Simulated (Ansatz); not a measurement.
α-phase Li₃N, treated with B3LYP (VWN-RPA form) in Ansatz (plane waves, PAW).

Numerical settings: plane-wave cutoff 460 eV, 9×9×8 k mesh (along the axes of the cell as run), Fermi–Dirac smearing 0.01 eV, scalar-relativistic PAW data made under PBE.

Cell (relaxed at this level):

```xyz
4
Lattice="1.8014 -3.1201 0.0000 1.8014 3.1201 0.0000 0.0000 0.0000 3.8431" Properties=species:S:1:pos:R:3 pbc="T T T"
Li     1.8014     1.0400     0.0000
Li     1.8014    -1.0400     0.0000
Li     0.0000     0.0000     1.9215
N      0.0000     0.0000     0.0000
```

Q: Give the computed band gap.

A: 
- band gap: 2.69 eV (on the SCF k mesh)

Measured, for comparison: band gap 2.15 eV (4 K, zero-point motion not removed, indirect, optical absorption, E parallel c; as tabulated in Brendecke and Bludau (1979), doi:10.1063/1.326533). Computed (rounded) less measured: band gap +0.54 eV.

Static lattice: no zero-point or thermal effects.

Ansatz is a program for electronic structure.
